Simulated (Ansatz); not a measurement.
ZrN: how much do the potentials matter?

ZrN in the rock-salt structure, in a typed cell, not relaxed.

```
CELL_PARAMETERS angstrom
0.00000 2.30000 2.30000
2.30000 0.00000 2.30000
2.30000 2.30000 0.00000
ATOMIC_POSITIONS crystal
Zr 0.00000 0.00000 0.00000
N 0.50000 0.50000 0.50000
```

Computed with Ansatz (plane-wave DFT, scalar-relativistic): r2SCAN; k mesh 8×8×8; Fermi–Dirac smearing of 0.1 eV; no spin. Harmonic phonons by finite displacements in cells commensurate with each q, frequencies in cm⁻¹, imaginary ones marked i; at Γ the three translations are left out and no LO–TO term is added.

Caveats: coarse k mesh; PseudoDojo norm-conserving files were made for PBE.

The reference is the run on all-electron PAW datasets (no frozen core) at 400 eV and 12.17 Å³ an atom: top Γ mode (cm⁻¹) 473; lowest mode at X = [0.5, 0, 0.5] (cm⁻¹) 198; top mode at X = [0.5, 0, 0.5] (cm⁻¹) 480.

The same calculation was made on PseudoDojo norm-conserving, Ansatz norm-conserving. How far do the results move?


```csv
potentials,cutoff (eV),top Γ mode (cm⁻¹),"lowest mode at X = [0.5, 0, 0.5] (cm⁻¹)","top mode at X = [0.5, 0, 0.5] (cm⁻¹)"
PseudoDojo norm-conserving,1143,471,196,479
Ansatz norm-conserving,1252,475,198,482
```

The largest move among the frequencies in the table is 2.4 cm⁻¹, in the top Γ mode on PseudoDojo norm-conserving.
